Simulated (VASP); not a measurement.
# Pd (P6_3/mmc) in VASP: single point with PBE+U

Aim: the single point of Pd with PBE+U.

All numbers are computed with VASP 6.6.1; they aren't measurements. Logs are shortened: lines on timing, memory, paths and dates and some standing lists are left out, and cuts for length are marked.

### 1 The structure

It takes space group P6_3/mmc (No. 194, hexagonal). The conventional cell has a = 2.784 Å, b = 2.784 Å, c = 4.629 Å, α = 90.00°, β = 90.00°, γ = 120.00°. Pd (site symmetry -6m2) is surrounded by 12 Pd at 2.78 to 2.82 Å.

This isn't the form of Pd at room conditions, which is fcc.

### 2 Single point, PBE+U, collinear spin, typed start

Input file INCAR:

```
PREC     = Accurate       # precision mode
ENCUT    = 520            # plane-wave cutoff, eV
EDIFF    = 1E-6           # SCF threshold, eV
ISMEAR   = 0              # smearing method
SIGMA    = 0.1            # smearing width, eV
LREAL    = F              # projectors in reciprocal space
LASPH    = T              # aspherical terms in the spheres
NELM     = 150            # most SCF steps
ALGO     = Fast           # electronic algorithm
ISIF     = 2              # what is computed and relaxed
LWAVE    = F              # write WAVECAR
LCHARG   = F              # write CHGCAR
ISPIN    = 2              # spin polarisation
MAGMOM   = 0.43 0.43      # initial moments
LORBIT   = 11             # projections on sites
LMAXMIX  = 4              # l up to which the mixer works
LDAU     = T              # DFT+U
LDAUTYPE = 2            
LDAUL    = 2              # shell
LDAUU    = 9.2            # U, eV
LDAUJ    = 0            
LDAUPRINT= 1            
GGA      = PE             # functional
NBANDS   = 21             # bands
ISYM     = 0
```

Input file KPOINTS:

```
regular mesh
0
Gamma
  1 3 3
```

Input file POSCAR:

```
Pd
1.0
    2.7836650458      0.0000000000      0.0000000000
   -1.3918325229      2.4107246453      0.0000000000
    0.0000000000      0.0000000000      4.6288930000
Pd
2
Direct
    0.6666666667      0.3333333333      0.7500000000
    0.3333333333      0.6666666667      0.2500000000
```

Potentials or basis: VASP PAW PBE potentials, release 64 (Pd).

Command:

```
$ cat potpaw_PBE.64/Pd/POTCAR > POTCAR
$ mpirun -np 1 vasp_std > vasp.out
```

OUTCAR:

```text
PREC = Accurate
   ENCUT = 520
   EDIFF = 1E-6
   ISMEAR = 0
   LREAL = F
   LASPH = T
   NELM = 150
   ISIF = 2
   ISPIN = 2
   LORBIT = 11
   GGA = PE
   ISYM = 0

 ion  position               nearest neighbor table
   1  0.667  0.333  0.750-   2 2.82   2 2.82   2 2.82   2 2.82   2 2.82   2 2.82
   2  0.333  0.667  0.250-   1 2.82   1 2.82   1 2.82   1 2.82   1 2.82   1 2.82

IMPORTANT INFORMATION: All symmetrisations will be switched off!
NOSYMM: (Re-)initialisation of all symmetry stuff for point group C_1.

----------------------------------------------------------------------------------------

                                     Primitive cell

  volume of cell :      31.0629

  direct lattice vectors                    reciprocal lattice vectors
     2.783665046  0.000000000  0.000000000     0.359238624  0.207406516  0.000000000
    -1.391832523  2.410724645  0.000000000     0.000000000  0.414813032  0.000000000
     0.000000000  0.000000000  4.628893000     0.000000000  0.000000000  0.216034374

  length of vectors
     2.783665046  2.783665046  4.628893000     0.414813032  0.414813032  0.216034374

  position of ions in fractional coordinates (direct lattice)
     0.666666667  0.333333333  0.750000000
     0.333333333  0.666666667  0.250000000

  ion indices of the primitive-cell ions
   primitive index   ion index
                 1           1
                 2           2

----------------------------------------------------------------------------------------

 KPOINTS: regular mesh

Automatic generation of k-mesh.
 Grid dimensions read from file:
 generate k-points for:    1    3    3

 Generating k-lattice:

  Cartesian coordinates                     Fractional coordinates (reciprocal lattice)
     0.359238624  0.207406516  0.000000000     1.000000000  0.000000000  0.000000000
     0.000000000  0.138271011  0.000000000     0.000000000  0.333333333  0.000000000
     0.000000000  0.000000000  0.072011458     0.000000000  0.000000000  0.333333333

  Length of vectors
     0.414813032  0.138271011  0.072011458

  Shift w.r.t. Gamma in fractional coordinates (k-lattice)
     0.000000000  0.000000000  0.000000000

 -----------------------------------------------------------------------------
|                                                                             |
|           W    W    AA    RRRRR   N    N  II  N    N   GGGG   !!!           |
|           W    W   A  A   R    R  NN   N  II  NN   N  G    G  !!!           |
|           W    W  A    A  R    R  N N  N  II  N N  N  G       !!!           |
|           W WW W  AAAAAA  RRRRR   N  N N  II  N  N N  G  GGG   !            |
|           WW  WW  A    A  R   R   N   NN  II  N   NN  G    G                |
|           W    W  A    A  R    R  N    N  II  N    N   GGGG   !!!           |
|                                                                             |
|     Your reciprocal lattice and k-lattice belong to different lattice       |
|     classes:                                                                |
|                                                                             |
|        The reciprocal lattice is hexagonal,                                 |
|        whereas your k-lattice is base centered orthorhombic.                |
|                                                                             |
|     Results are often still useful ...                                      |
|                                                                             |
 -----------------------------------------------------------------------------

 WARNING: IBZKPT: internal override: KBLOWUP is changed to .FALSE.
      ... skipping the blow-up phase ...

 Subroutine IBZKPT returns following result:
 ===========================================

 Found      5 irreducible k-points:

 Following reciprocal coordinates:
[... 94 lines left out ...]
  o =  1.0249  v =  0.0000 -0.0000 -0.0000  1.0000  0.0000  0.0000  0.0000  0.0000  0.0000  0.0000      0.0000  0.0000  0.0000  0.0000  0.0000  0.0000  0.0000  0.0000  0.0000  0.0000
  o =  1.0301  v = -0.0000 -0.0000 -0.9245 -0.0000 -0.3812  0.0000  0.0000  0.0000  0.0000  0.0000      0.0000  0.0000  0.0000  0.0000  0.0000  0.0000  0.0000  0.0000  0.0000  0.0000
  o =  1.0331  v =  0.0000  0.0000  0.0000  0.0000  0.0000  1.0000 -0.0000  0.0000  0.0000 -0.0000      0.0000  0.0000  0.0000  0.0000  0.0000  0.0000  0.0000  0.0000  0.0000  0.0000
  o =  1.0347  v = -1.0000 -0.0000  0.0000  0.0000  0.0000  0.0000  0.0000  0.0000  0.0000  0.0000      0.0000  0.0000  0.0000  0.0000  0.0000  0.0000  0.0000  0.0000  0.0000  0.0000
  o =  1.1125  v =  0.0000  0.0000  0.0000  0.0000  0.0000  0.0000 -0.0000 -0.5284 -0.0000  0.8490      0.0000  0.0000  0.0000  0.0000  0.0000  0.0000  0.0000  0.0000  0.0000  0.0000
  o =  1.1147  v =  0.0000  0.0000  0.3812  0.0000 -0.9245  0.0000  0.0000  0.0000  0.0000  0.0000      0.0000  0.0000  0.0000  0.0000  0.0000  0.0000  0.0000  0.0000  0.0000  0.0000

atom =   2  type =  1  l = 2

 onsite density matrix

spin component  1

  1.0347 -0.0000 -0.0000  0.0000 -0.0000
 -0.0000  1.0183 -0.0000 -0.0000  0.0000
 -0.0000 -0.0000  1.0424 -0.0000 -0.0298
  0.0000 -0.0000 -0.0000  1.0249 -0.0000
 -0.0000  0.0000 -0.0298 -0.0000  1.1024

spin component  2

  1.0331  0.0000 -0.0000 -0.0000  0.0000
  0.0000  1.0009 -0.0000 -0.0000 -0.0000
 -0.0000 -0.0000  1.0450 -0.0000 -0.0420
 -0.0000 -0.0000 -0.0000  0.0012 -0.0000
  0.0000 -0.0000 -0.0420 -0.0000  1.0864

 occupancies and eigenvectors

  o =  0.0012  v =  0.0000  0.0000  0.0000  0.0000  0.0000 -0.0000 -0.0000 -0.0000 -1.0000 -0.0000      0.0000  0.0000  0.0000  0.0000  0.0000  0.0000  0.0000  0.0000  0.0000  0.0000
  o =  1.0009  v =  0.0000  0.0000  0.0000  0.0000  0.0000  0.0000 -1.0000 -0.0000  0.0000 -0.0000      0.0000  0.0000  0.0000  0.0000  0.0000  0.0000  0.0000  0.0000  0.0000  0.0000
  o =  1.0183  v = -0.0000 -1.0000 -0.0000 -0.0000 -0.0000  0.0000  0.0000  0.0000  0.0000  0.0000      0.0000  0.0000  0.0000  0.0000  0.0000  0.0000  0.0000  0.0000  0.0000  0.0000
  o =  1.0189  v =  0.0000  0.0000  0.0000  0.0000  0.0000  0.0000  0.0000 -0.8490  0.0000 -0.5284      0.0000  0.0000  0.0000  0.0000  0.0000  0.0000  0.0000  0.0000  0.0000  0.0000
  o =  1.0249  v = -0.0000 -0.0000  0.0000  1.0000  0.0000  0.0000  0.0000  0.0000  0.0000  0.0000      0.0000  0.0000  0.0000  0.0000  0.0000  0.0000  0.0000  0.0000  0.0000  0.0000
  o =  1.0301  v =  0.0000 -0.0000  0.9245 -0.0000  0.3812  0.0000  0.0000  0.0000  0.0000  0.0000      0.0000  0.0000  0.0000  0.0000  0.0000  0.0000  0.0000  0.0000  0.0000  0.0000
  o =  1.0331  v =  0.0000  0.0000  0.0000  0.0000  0.0000 -1.0000 -0.0000 -0.0000  0.0000  0.0000      0.0000  0.0000  0.0000  0.0000  0.0000  0.0000  0.0000  0.0000  0.0000  0.0000
  o =  1.0347  v = -1.0000  0.0000  0.0000 -0.0000  0.0000  0.0000  0.0000  0.0000  0.0000  0.0000      0.0000  0.0000  0.0000  0.0000  0.0000  0.0000  0.0000  0.0000  0.0000  0.0000
  o =  1.1125  v =  0.0000  0.0000  0.0000  0.0000  0.0000  0.0000 -0.0000 -0.5284  0.0000  0.8490      0.0000  0.0000  0.0000  0.0000  0.0000  0.0000  0.0000  0.0000  0.0000  0.0000
  o =  1.1147  v =  0.0000  0.0000 -0.3812 -0.0000  0.9245  0.0000  0.0000  0.0000  0.0000  0.0000      0.0000  0.0000  0.0000  0.0000  0.0000  0.0000  0.0000  0.0000  0.0000  0.0000

 number of electron      20.0000008 magnetization       2.4441856

 Free energy of the ion-electron system (eV)
  ---------------------------------------------------
  ext. energy  EPLUGINS =         0.00000000
  ---------------------------------------------------
  free energy    TOTEN  =        -7.91413833 eV

  energy without entropy =       -7.91412715  energy(sigma->0) =       -7.91413274

 E-fermi :   7.3919     XC(G=0): -12.6807

 val. band max:        7.1141032399   @ k =   0.0000  -0.3333   0.3333
 cond. band min:       7.6696476750   @ k =   0.0000   0.3333   0.3333
 fundamental gap:      0.5555444351
 Fermi energy:         7.3918753652

 spin component 1

 k-point     1 :       0.0000    0.0000    0.0000
  band No.  band energies     occupation
      1      -0.8912      1.00000
      2      -0.0567      1.00000
      3       0.5620      1.00000
      4       0.5659      1.00000
      5       0.9828      1.00000
      6       1.1352      1.00000
[... 109 lines left out ...]
     20      26.0578      0.00000
     21      29.5068      0.00000
 Fermi energy:         7.3918753652

 spin component 2

 k-point     1 :       0.0000    0.0000    0.0000
  band No.  band energies     occupation
      1      -0.6418      1.00000
      2       0.2022      1.00000
      3       1.3505      1.00000
      4       1.6728      1.00000
      5       1.8638      1.00000
      6       1.9673      1.00000
[... 109 lines left out ...]
     20      28.6076      0.00000
     21      29.9329      0.00000

------------------------ aborting loop because EDIFF is reached ----------------------------------------

  FORCE on cell =-STRESS in cart. coord.  units (eV):
  Direction    XX          YY          ZZ          XY          YZ          ZX
  --------------------------------------------------------------------------------------
  -------------------------------------------------------------------------------------
  Total      -16.2620524      1.5229220      0.7621348     -0.0000013      0.0000018     -0.0000025
  in kB     -838.7725591     78.5500601     39.3097820     -0.0000661      0.0000932     -0.0001315
  external PRESSURE =    -240.3042390 kB  Pullay stress =       0.0000000 kB

 VOLUME and BASIS-vectors are now :
 -----------------------------------------------------------------------------
  energy-cutoff  :      520.00
  volume of cell :       31.06
      direct lattice vectors                 reciprocal lattice vectors
     2.783665046  0.000000000  0.000000000     0.359238624  0.207406516  0.000000000
    -1.391832523  2.410724645  0.000000000     0.000000000  0.414813032  0.000000000
     0.000000000  0.000000000  4.628893000     0.000000000  0.000000000  0.216034374

 POSITION                                       TOTAL-FORCE (eV/Angst)
 -----------------------------------------------------------------------------------
      1.39183      0.80357      3.47167        -0.000002     -0.337812     -0.000001
     -0.00000      1.60715      1.15722         0.000002      0.337812      0.000001
 -----------------------------------------------------------------------------------
    total drift:                               -0.000000     -0.000000     -0.000000

  FREE ENERGIE OF THE ION-ELECTRON SYSTEM (eV)
  ---------------------------------------------------
  free  energy   TOTEN  =        -7.9141383275 eV

  energy  without entropy=       -7.9141271503  energy(sigma->0) =       -7.91413274

 total charge

# of ion       s       p       d       tot
------------------------------------------
    1        0.582   0.273   9.307  10.162
    2        0.582   0.273   9.307  10.162
--------------------------------------------------
tot          1.164   0.546  18.613  20.323

 magnetization (x)

# of ion       s       p       d       tot
------------------------------------------
    1        0.091   0.067   1.052   1.209
    2        0.091   0.067   1.052   1.209
--------------------------------------------------
tot          0.182   0.133   2.103   2.419
```

Run time: 30 s. Hardware: 1 thread of Intel Xeon Platinum 8259CL at 2.50GHz (Skylake/Cascade Lake), shared host; peak memory 0.16 GiB.

What came out:

```yaml
Free_energy: -7.9141 eV
Pressure: -24.0 GPa
Largest_force: 0.338 eV/Å
Band_gap_on_the_k_mesh: none (metal or under the smearing width)
Net_moment: 2.44 μB per cell
Site_moments: Pd +1.21 μB
Valence_electrons_inside_the_program's_atomic_spheres: Pd 10.16
```

Forces on the atoms (eV/Å):
```
Pd   0.000 -0.338  0.000
Pd   0.000  0.338  0.000
```

Eigenvalues of the final occupation matrices:
| site | spin | trace | eigenvalues |
| --- | --- | --- | --- |
| site 1 d | 1 | 5.22 | 1.02 1.02 1.03 1.03 1.11 |
| site 1 d | 2 | 4.17 | 0.00 1.00 1.02 1.03 1.11 |
| site 2 d | 1 | 5.22 | 1.02 1.02 1.03 1.03 1.11 |
| site 2 d | 2 | 4.17 | 0.00 1.00 1.02 1.03 1.11 |

Caveat: the k mesh is coarse (spacing up to 2.61 Å⁻¹), so the values aren't converged; the U is typed as a test and isn't derived for this compound. The state reached can hang on the start; a lower one may exist.
